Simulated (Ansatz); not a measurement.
Computed with Ansatz on PBE0-D4/def2-TZVP structures; ΔE is electronic, products minus reactants. CCSD(T)/CBS adds triple-zeta CCSD(T) − MP2 to the extrapolated MP2 energy (def2 sets, frozen cores). This one scheme is used for every species. Elements past krypton have def2 core potentials. For Br, In outer-core shells are correlated without core-valence functions, which leaves a few kJ/mol of doubt a bond. Scalar relativity is left out up to krypton. Each species was taken in one conformer, which may not be the lowest.

Consider the ligand exchange at the Si–C bond: `FC(F)(F)[SiH3]` + `[OH][In]([SH])[Br]` → `[SiH3][O][In]([SH])[Br]` + trifluoromethane.

| species | CCSD(T)/CBS(def2) energy (Eh) |
| --- | --- |
| `FC(F)(F)[SiH3]` | -628.29609 |
| `[OH][In]([SH])[Br]` | -3237.39649 |
| `[SiH3][O][In]([SH])[Br]` | -3527.71544 |
| `FC(F)F` | -338.02896 |

Work out ΔE.

ΔE = (-3527.71544) + (-338.02896) − (-628.29609) − (-3237.39649) = -0.05182 Eh = -32.5 kcal/mol.

Largest T1 diagnostic among the species: 0.013.

In def2-TZVPP, CCSD(T) changes the Hartree–Fock value by +5.2 kcal/mol (the triples alone add +0.8 kcal/mol) and MP2 by +3.9 kcal/mol. From PBE to PBE0 (25 % exact exchange), in def2-TZVPP and without D4, ΔE moves by −3.3 kcal/mol.
